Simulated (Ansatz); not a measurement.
Stackings of close-packed layers of CdS (tetrahedral net, letters for double layers), each relaxed to a stress under 0.05 GPa; h and k mark layers whose two neighbours have the same or different letters; energies count from the stacking AB (P6_3mc).

Theory: DFT PBE, scalar-relativistic, plane waves, PAW (Ansatz).

Cutoff 420 eV, Gaussian smearing of 0.02 eV, energies at zero smearing, symmetry of each start kept, no spin polarisation.

| start | atoms | k mesh | excess energy (meV/atom) | spacing of like layers (Å) | a (Å) | gap on the mesh (eV) |
| --- | --- | --- | --- | --- | --- | --- |
| ABC (kkk) | 6 | 12×12×3 | 1.3 | 3.421 | 4.191 | 1.04 |
| ABCB (hkhk) | 8 | 12×12×2 | 0.7 | 3.419 | 4.193 | 1.07 |
| ABCACB (hkkhkk) | 12 | 12×12×2 | 0.8 | 3.420 | 4.192 | 1.06 |
| ABACBCACB (hhkkhkhkk) | 18 | 12×12×1 | 0.7 | 3.420 | 4.192 | 1.07 |

The gap is read on a mesh, which can miss the band edges, so it can be too wide.

Cost: 4 runs of about 39 core-minutes in all, on Arm Neoverse N1 (shared hosts).